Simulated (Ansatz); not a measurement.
Reaction (formal exchange of groups at the In–C bond): `C=C[CH2][In]([F])[F]` + CH₃OH → `[OH][In]([F])[F]` + `C=CCC`

Isolated molecules relaxed with PBE0-D4/def2-TZVP in Ansatz; ΔE leaves out vibrations. CBS: MP2 limit from def2 TZ/QZ plus the TZ coupled-cluster correction, frozen cores. This one scheme is used for every species. Functionals use def2-TZVPP. HSE06 is defined as in plane-wave codes. def2 core potentials past Kr. For In outer-core shells are correlated without core-valence functions, which leaves a few kJ/mol of doubt a bond. One conformer a species, not always the lowest.

```
             level  ΔE (kJ/mol)
           BLYP-D4        -68.4
            B97M-V        -80.0
          HSE06-D4        -67.2
             BHLYP        -72.7
CCSD(T)/def2-TZVPP        -72.6
    MP2/def2-QZVPP        -76.5
SCS-MP2/def2-QZVPP        -77.8
     MP2/CBS(def2)        -76.3
```

Q: What does CCSD(T)/CBS give? (Best estimate.)

A: Ansatz gave: -73.3 kJ/mol. The listed levels differ from it by 4.9, -6.7, 6.1, 0.6, 0.7, -3.2, -4.5, -3.0 kJ/mol.

Largest T1 diagnostic among the species: 0.018.

In def2-TZVPP, CCSD(T) changes the Hartree–Fock value by +7.6 kJ/mol (the triples alone add −0.1 kJ/mol) and MP2 by +4.5 kJ/mol. At CCSD(T), def2-SVP lies −4.2 kJ/mol from the extrapolated value and def2-TZVPP +0.7 kJ/mol.

CCSD(T)/CBS has its own doubt, a few kJ/mol and more with outer-core shells, so smaller differences from it don't rank the levels.
